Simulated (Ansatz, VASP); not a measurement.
Two plane-wave programs on TaN

```
Ta N
1.0
     5.19600    0.00000    0.00000
    -2.59800    4.49987    0.00000
     0.00000    0.00000    2.91100
Ta N
3 3
Direct
  0.33333 0.66667 0.50000
  0.66667 0.33333 0.50000
  0.00000 0.00000 0.00000
  0.39285 0.00000 0.00000
  0.60715 0.60715 0.00000
  0.00000 0.39285 0.00000
```

Alike in both runs: task single point; functional r2SCAN; k mesh 6 × 6 × 6; occupations gaussian, width 0.1 eV; collinear spin.

|  | VASP | Ansatz |
| --- | --- | --- |
| version | VASP 6.6.1 | Ansatz 0.2.0 |
| potentials or method | VASP PAW PBE potentials, release 64 (Ta_pv, N) | scalar-relativistic, plane waves, PAW |
| plane-wave cutoff (eV) | 520 | 500 |
| valence electrons in the cell | 48 | 54 |

|  | VASP | Ansatz | Ansatz less VASP |
| --- | --- | --- | --- |
| gap on the k mesh at the Fermi level (eV) | none | none | - |
| pressure (GPa) | 1.9 | 0.3 | -1.59 |
| largest component of the traceless stress (GPa) | 1.16 | 1.05 | -0.103 |
| rms of the force components (eV/Å) | 0.010 | 0.013 | +0.0029 |
| net moment per atom (μB) | 0.00 | 0.00 | 0.000 |

Atom by atom the forces differ by 0.003 eV/Å (rms over components). A gap of «none» marks a metal or a gap that the smearing closes. The two sets of potentials don't hold the same shells in valence. Ansatz warned: «seeded_moment_not_kept».

Caveats: the PAW data sets were made with another functional, which shifts forces and pressure a little (VASP). Spin-orbit coupling is left out, which matters for the levels of Ta.
